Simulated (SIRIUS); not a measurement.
# MgS (F-43m) in SIRIUS: equation of state

How stiff is MgS in PBEsol, and what volume does it want? The cell is scaled to several volumes.

All numbers are computed with SIRIUS 7.12.0; they aren't measurements. Logs are shortened: lines on timing, memory, paths and dates and some standing lists are left out, and cuts for length are marked. The log counts tension as positive stress, the text compression.

### 1 The crystal as given

It takes space group F-43m (No. 216, cubic). The conventional cell has a = 5.666 Å, b = 5.666 Å, c = 5.666 Å, α = 90.00°, β = 90.00°, γ = 90.00°. S (site symmetry -43m) is surrounded by 4 Mg at 2.45 Å. Mg (site symmetry -43m) is surrounded by 4 S at 2.45 Å.

The cell comes from a database or a generator and needn't be the stable form of this composition.

### 2 Equation of state, PBEsol, 21.38 Å³/atom (volume scaled by 0.94)

Contents of sirius.json:

```json
{
  "control": {
    "processing_unit": "cpu",
    "std_evp_solver_name": "lapack",
    "gen_evp_solver_name": "lapack",
    "verbosity": 2,
    "print_forces": false,
    "ortho_rf": true,
    "use_second_variation": true,
    "rmt_max": 3.0,
    "num_bands_to_print": 19,
    "save_wf": true
  },
  "parameters": {
    "electronic_structure_method": "full_potential_lapwlo",
    "xc_functionals": ["XC_GGA_X_PBE_SOL", "XC_GGA_C_PBE_SOL"],
    "core_relativity": "dirac",
    "valence_relativity": "iora",
    "num_fv_states": 19,
    "smearing": "fermi_dirac",
    "smearing_width": 0.0018374661,
    "pw_cutoff": 20,
    "gk_cutoff": 3.5,
    "lmax_apw": 10,
    "lmax_rho": 8,
    "lmax_pot": 8,
    "num_mag_dims": 0,
    "auto_rmt": 0,
    "ngridk": [8, 8, 8],
    "shiftk": [0, 0, 0],
    "num_dft_iter": 80,
    "energy_tol": 1e-07,
    "density_tol": 1e-05,
    "use_symmetry": true
  },
  "settings": {"tol_ne": 1e-10},
  "iterative_solver": {"type": "exact"},
  "mixer": {"type": "anderson", "beta": 0.5, "max_history": 8},
  "unit_cell": {
    "lattice_vectors": [[0.0, 5.2445286475, 5.2445286475], [5.2445286475, 0.0, 5.2445286475], [5.2445286475, 5.2445286475, 0.0]],
    "atom_types": ["Mg", "S"],
    "atom_files": {"Mg": "Mg.json", "S": "S.json"},
    "atoms": {"Mg": [[0.0, 0.0, 0.0]], "S": [[0.25, 0.25, 0.25]]}
  }
}
```

Contents of Mg.json:

```json
{
  "name": "magnesium",
  "symbol": "Mg",
  "number": 12,
  "mass": 24.305,
  "rmin": 1e-06,
  "rmt": 2.23,
  "nrmt": 800,
  "rinf": 17.32,
  "core": "1s",
  "valence": [
    {"basis": [{"enu": -0.13, "dme": 0, "n": 0, "auto": 0}, {"enu": -0.13, "dme": 1, "n": 0, "auto": 0}]},
    {"l": 0, "n": 1, "basis": [{"enu": -0.03, "dme": 0, "n": 0, "auto": 0}]},
    {"l": 1, "n": 2, "basis": [{"enu": -0.03, "dme": 0, "n": 0, "auto": 0}]},
    {"l": 2, "n": 3, "basis": [{"enu": -0.03, "dme": 0, "n": 0, "auto": 0}]},
    {"l": 3, "n": 4, "basis": [{"enu": -0.03, "dme": 0, "n": 0, "auto": 0}]}
  ],
  "lo": [
    {"l": 0, "basis": [{"enu": -0.03, "dme": 0, "n": 0, "auto": 0}, {"enu": -0.03, "dme": 1, "n": 0, "auto": 0}]},
    {
      "l": 0,
      "basis": [{"enu": -2.7661, "dme": 0, "n": 2, "auto": 1}, {"enu": -2.7661, "dme": 1, "n": 2, "auto": 1}]
    },
    {
      "l": 0,
      "basis": [{"enu": -2.7661, "dme": 1, "n": 2, "auto": 1}, {"enu": -0.03, "dme": 0, "n": 0, "auto": 0}]
    },
    {
      "l": 0,
      "basis": [{"enu": -0.03, "dme": 0, "n": 0, "auto": 0}, {"enu": 3.1874, "dme": 0, "n": 0, "auto": 0}]
    },
    {"l": 1, "basis": [{"enu": -0.03, "dme": 0, "n": 0, "auto": 0}, {"enu": -0.03, "dme": 1, "n": 0, "auto": 0}]},
    {
      "l": 1,
      "basis": [{"enu": -1.5716, "dme": 0, "n": 2, "auto": 1}, {"enu": -1.5716, "dme": 1, "n": 2, "auto": 1}]
    },
    {
      "l": 1,
      "basis": [{"enu": -1.5716, "dme": 1, "n": 2, "auto": 1}, {"enu": -0.03, "dme": 0, "n": 0, "auto": 0}]
    },
    {
      "l": 1,
      "basis": [{"enu": -0.03, "dme": 0, "n": 0, "auto": 0}, {"enu": 3.6701, "dme": 0, "n": 0, "auto": 0}]
    },
    {"l": 2, "basis": [{"enu": -0.03, "dme": 0, "n": 0, "auto": 0}, {"enu": -0.03, "dme": 1, "n": 0, "auto": 0}]},
    {"l": 2, "basis": [{"enu": -0.03, "dme": 1, "n": 0, "auto": 0}, {"enu": -0.03, "dme": 2, "n": 0, "auto": 0}]},
    {"l": 2, "basis": [{"enu": -0.03, "dme": 0, "n": 0, "auto": 0}, {"enu": 3.107, "dme": 0, "n": 0, "auto": 0}]},
    {"l": 3, "basis": [{"enu": -0.03, "dme": 0, "n": 0, "auto": 0}, {"enu": -0.03, "dme": 1, "n": 0, "auto": 0}]}
  ],
  "free_atom": [... radial grid and density of the free atom, the start of the SCF ...]
}
```

Contents of S.json:

```json
{
  "name": "sulphur",
  "symbol": "S",
  "number": 16,
  "mass": 32.065,
  "rmin": 1e-06,
  "rmt": 2.23,
  "nrmt": 800,
  "rinf": 13.52,
  "core": "1s",
  "valence": [
    {"basis": [{"enu": -0.13, "dme": 0, "n": 0, "auto": 0}, {"enu": -0.13, "dme": 1, "n": 0, "auto": 0}]},
    {"l": 0, "n": 1, "basis": [{"enu": -0.1666, "dme": 0, "n": 0, "auto": 0}]},
    {"l": 1, "n": 2, "basis": [{"enu": -0.03, "dme": 0, "n": 0, "auto": 0}]},
    {"l": 2, "n": 3, "basis": [{"enu": -0.03, "dme": 0, "n": 0, "auto": 0}]},
    {"l": 3, "n": 4, "basis": [{"enu": -0.03, "dme": 0, "n": 0, "auto": 0}]}
  ],
  "lo": [
    {
      "l": 0,
      "basis": [{"enu": -0.1666, "dme": 0, "n": 0, "auto": 0}, {"enu": -0.1666, "dme": 1, "n": 0, "auto": 0}]
    },
    {
      "l": 0,
      "basis": [{"enu": -0.1666, "dme": 1, "n": 0, "auto": 0}, {"enu": -0.1666, "dme": 2, "n": 0, "auto": 0}]
    },
    {
      "l": 0,
      "basis": [{"enu": -7.5063, "dme": 0, "n": 2, "auto": 1}, {"enu": -7.5063, "dme": 1, "n": 2, "auto": 1}]
    },
    {
      "l": 0,
      "basis": [{"enu": -0.1666, "dme": 0, "n": 0, "auto": 0}, {"enu": 2.2465, "dme": 0, "n": 0, "auto": 0}]
    },
    {"l": 1, "basis": [{"enu": -0.03, "dme": 0, "n": 0, "auto": 0}, {"enu": -0.03, "dme": 1, "n": 0, "auto": 0}]},
    {
      "l": 1,
      "basis": [{"enu": -5.5182, "dme": 0, "n": 2, "auto": 1}, {"enu": -5.5182, "dme": 1, "n": 2, "auto": 1}]
    },
    {
      "l": 1,
      "basis": [{"enu": -5.5182, "dme": 1, "n": 2, "auto": 1}, {"enu": -0.03, "dme": 0, "n": 0, "auto": 0}]
    },
    {
      "l": 1,
      "basis": [{"enu": -0.03, "dme": 0, "n": 0, "auto": 0}, {"enu": 3.6701, "dme": 0, "n": 0, "auto": 0}]
    },
    {"l": 2, "basis": [{"enu": -0.03, "dme": 0, "n": 0, "auto": 0}, {"enu": -0.03, "dme": 1, "n": 0, "auto": 0}]},
    {"l": 2, "basis": [{"enu": -0.03, "dme": 1, "n": 0, "auto": 0}, {"enu": -0.03, "dme": 2, "n": 0, "auto": 0}]},
    {"l": 2, "basis": [{"enu": -0.03, "dme": 0, "n": 0, "auto": 0}, {"enu": 3.107, "dme": 0, "n": 0, "auto": 0}]},
    {"l": 3, "basis": [{"enu": -0.03, "dme": 0, "n": 0, "auto": 0}, {"enu": -0.03, "dme": 1, "n": 0, "auto": 0}]}
  ],
  "free_atom": [... radial grid and density of the free atom, the start of the SCF ...]
}
```

Contents of sirius_start.json:

```json
{
  "control": {
    "processing_unit": "cpu",
    "std_evp_solver_name": "lapack",
    "gen_evp_solver_name": "lapack",
    "verbosity": 1,
    "print_forces": false,
    "ortho_rf": true,
    "use_second_variation": true,
    "rmt_max": 3.0,
    "num_bands_to_print": 19,
    "save_wf": false
  },
  "parameters": {
    "electronic_structure_method": "full_potential_lapwlo",
    "xc_functionals": ["XC_LDA_X", "XC_LDA_C_PW"],
    "core_relativity": "dirac",
    "valence_relativity": "iora",
    "num_fv_states": 19,
    "smearing": "fermi_dirac",
    "smearing_width": 0.0055123983,
    "pw_cutoff": 20,
    "gk_cutoff": 2.8,
    "lmax_apw": 10,
    "lmax_rho": 8,
    "lmax_pot": 8,
    "num_mag_dims": 0,
    "auto_rmt": 0,
    "ngridk": [3, 3, 3],
    "shiftk": [0, 0, 0],
    "num_dft_iter": 30,
    "energy_tol": 0.01,
    "density_tol": 0.05,
    "use_symmetry": true
  },
  "settings": {"tol_ne": 1e-10},
  "iterative_solver": {"type": "exact"},
  "mixer": {"type": "anderson", "beta": 0.5, "max_history": 8},
  "unit_cell": {
    "lattice_vectors": [[0.0, 5.2445286475, 5.2445286475], [5.2445286475, 0.0, 5.2445286475], [5.2445286475, 5.2445286475, 0.0]],
    "atom_types": ["Mg", "S"],
    "atom_files": {"Mg": "Mg.json", "S": "S.json"},
    "atoms": {"Mg": [[0.0, 0.0, 0.0]], "S": [[0.25, 0.25, 0.25]]}
  }
}
```

Potentials or basis: all-electron FP-LAPW, apw+lo standard.

Run with:

```console
OMP_NUM_THREADS=1 sirius.scf --input=sirius_start.json --output=start.json
OMP_NUM_THREADS=1 sirius.scf --input=sirius.json --output=output.json --task=1
```

Log:

```text
[info] SIRIUS version : 7.12.0
[info] number of MPI ranks           : 1
[info] MPI grid                      : 1 1
[info] maximum number of OMP threads : 1
[fft] FFT context for density and potential
[fft] =====================================
[fft]   plane wave cutoff                     : 20
[fft]   grid size                             : 50 50 50   total : 125000
[fft]   grid limits                           : -24 25   -24 25   -24 25
[fft]   number of G-vectors within the cutoff : 38949
[fft]   number of G-shells                    : 1038
[fft] FFT context for coarse grid
[fft] =====================================
[fft]   plane wave cutoff                     : 7
[fft]   grid size                             : 20 20 20   total : 8000
[fft]   grid limits                           : -9 10   -9 10   -9 10
[fft]   number of G-vectors within the cutoff : 1687
[fft]   number of G-shells                    : 67
[unit cell] lattice vectors
[unit cell]   a1 :       0.0000000000      5.2445286475      5.2445286475
[unit cell]   a2 :       5.2445286475      0.0000000000      5.2445286475
[unit cell]   a3 :       5.2445286475      5.2445286475      0.0000000000
[unit cell] reciprocal lattice vectors
[unit cell]   b1 :      -0.5990228798      0.5990228798      0.5990228798
[unit cell]   b2 :       0.5990228798     -0.5990228798      0.5990228798
[unit cell]   b3 :       0.5990228798      0.5990228798     -0.5990228798
[unit cell] unit cell volume :       288.50236773 [a.u.^3]
[unit cell] 1/sqrt(omega)    :         0.05887424
[unit cell] MT volume        :        92.90373925 (32.20%)
[unit cell] IT volume        :       195.59862848 (67.80%)
[unit cell] number of atom types : 2
[unit cell] type id : 0 symbol : Mg mt_radius :   2.230000 num_atoms : 1
[unit cell] type id : 1 symbol :  S mt_radius :   2.230000 num_atoms : 1
[unit cell] total number of atoms : 2
[unit cell] number of symmetry classes : 2
[... 337 lines left out ...]
[diagonalize] ik:    2   -7.397722   -5.378407   -5.378407   -5.378407   -2.639296   -1.424735   -1.424672   -1.424672   -0.355978   -0.020824    0.045634    0.045634    0.240604    0.343467    0.353265    0.353265    0.436122    0.436122    0.506498
[diagonalize] ik:    3   -7.397722   -5.378407   -5.378407   -5.378407   -2.639293   -1.424775   -1.424678   -1.424678   -0.345119   -0.057801    0.041344    0.041344    0.245240    0.338478    0.338478    0.364862    0.486079    0.486079    0.509892
[diagonalize] ik:    4   -7.397722   -5.378407   -5.378407   -5.378407   -2.639293   -1.424796   -1.424683   -1.424683   -0.340131   -0.071963    0.039670    0.039670    0.243617    0.331698    0.331698    0.372492    0.537081    0.538345    0.538345
[diagonalize] ...
[diagonalize] ik:   24   -7.397722   -5.378407   -5.378407   -5.378407   -2.639292   -1.424771   -1.424716   -1.424703   -0.336057   -0.046536    0.003546    0.015830    0.230578    0.294215    0.371962    0.446522    0.470104    0.568715    0.583991
[diagonalize] ik:   25   -7.397722   -5.378407   -5.378407   -5.378407   -2.639292   -1.424776   -1.424734   -1.424703   -0.331913   -0.045565   -0.016048    0.012306    0.242337    0.319226    0.368395    0.414871    0.486051    0.545985    0.587308
[diagonalize] ik:   26   -7.397722   -5.378407   -5.378407   -5.378407   -2.639292   -1.424766   -1.424737   -1.424694   -0.333426   -0.043154   -0.020631    0.019648    0.260436    0.323962    0.355668    0.402876    0.475660    0.504009    0.639882
[diagonalize] ik:   27   -7.397722   -5.378407   -5.378407   -5.378407   -2.639292   -1.424790   -1.424725   -1.424715   -0.330507   -0.051415   -0.001940    0.004687    0.213687    0.286371    0.431727    0.433105    0.523780    0.565329    0.571755
[diagonalize] ik:   28   -7.397722   -5.378407   -5.378407   -5.378407   -2.639292   -1.424769   -1.424741   -1.424709   -0.330307   -0.037021   -0.021896   -0.001233    0.251541    0.351401    0.354966    0.369986    0.531891    0.565513    0.568605
[generate_core_charge_density] atom class : 0
[generate_core_charge_density]   n,l,k : 1 0 1  energy :         -45.89166309
[generate_core_charge_density] atom class : 1
[generate_core_charge_density]   n,l,k : 1 0 1  energy :         -87.89306739
[find] Total energy                   :    -598.57151258 (Ha),   -1197.14302516 (Ry)
[find] iteration : 1, RMS (target) : 5.0767e-02 (1.0000e-05) , energy difference (target) : 5.6428e-06 (1.0000e-07)
[find] Total energy                   :    -598.57150147 (Ha),   -1197.14300294 (Ry)
[find] iteration : 2, RMS (target) : 2.5248e-03 (1.0000e-05) , energy difference (target) : 1.1113e-05 (1.0000e-07)
[find] Total energy                   :    -598.57150358 (Ha),   -1197.14300717 (Ry)
[find] iteration : 3, RMS (target) : 6.8364e-04 (1.0000e-05) , energy difference (target) : -2.1159e-06 (1.0000e-07)
[find] Total energy                   :    -598.57150353 (Ha),   -1197.14300706 (Ry)
[find] iteration : 4, RMS (target) : 9.6280e-05 (1.0000e-05) , energy difference (target) : 5.3244e-08 (1.0000e-07)
[... 13 lines left out ...]
[find] valence_eval_sum               :     -61.51534201
[find] core_eval_sum                  :    -267.53913267
[find] kinetic energy                 :     600.28477762
[find] enuc                           :    -719.91134272
[find] <rho|V^{XC}>                   :     -53.58678102
[find] <rho|E^{XC}>                   :     -41.06871700
[find] <mag|B^{XC}>                   :       0.00000000
[find] <rho|V^{H}>                    :    -875.75247128
[find] smearing (-TS)                 :      -0.00000000
[find] SCF correction                 :       0.00001417
[find] Total energy                   :    -598.57150356 (Ha),   -1197.14300712 (Ry)
[find] Free energy (E-TS)             :    -598.57150356 (Ha),   -1197.14300712 (Ry)
[find] band gap (eV)                  :       3.59251510
[find] Efermi                         :       0.14009902
[find] iteration : 6, RMS (target) : 1.6077e-06 (1.0000e-05) , energy difference (target) : 7.5096e-09 (1.0000e-07)
[find] converged after 7 SCF iterations!
[find] Charges and magnetic moments
[find] --------------------------------------------------------------------------------
[find] atom      charge    core leakage
[find] --------------------------------------------------------------------------------
[find]    0   10.601344    0.000000e+00
[find]    1   14.742439    0.000000e+00
[find] total core leakage    : 0.00000000e+00
[find] interstitial charge   : 2.656217
[find] total charge          : 28.000000
[find] Energy
[find] --------------------------------------------------------------------------------
[find] valence_eval_sum               :     -61.51534201
[find] core_eval_sum                  :    -267.53913267
[find] kinetic energy                 :     600.28477762
[find] enuc                           :    -719.91134272
[find] <rho|V^{XC}>                   :     -53.58678102
[find] <rho|E^{XC}>                   :     -41.06871700
[find] <mag|B^{XC}>                   :       0.00000000
[find] <rho|V^{H}>                    :    -875.75247128
[find] smearing (-TS)                 :      -0.00000000
[find] SCF correction                 :       0.00001417
[find] Total energy                   :    -598.57150356 (Ha),   -1197.14300712 (Ry)
[find] Free energy (E-TS)             :    -598.57150356 (Ha),   -1197.14300712 (Ry)
[find] band gap (eV)                  :       3.59251510
[find] Efermi                         :       0.14009902
```

Wall time 38 s (1 thread of Intel Xeon Platinum 8259CL at 2.50GHz (Skylake/Cascade Lake), shared host); peak memory 0.42 GiB.

Results:

```yaml
Free_energy: -16287.9604 eV
Band_gap_on_the_k_mesh: 3.59 eV, direct
All_electrons_inside_the_program's_atomic_spheres: S 14.74; Mg 10.60 (radii Mg 2.23, S 2.23 bohr)
```

(Part 1 of 3 ends here.)
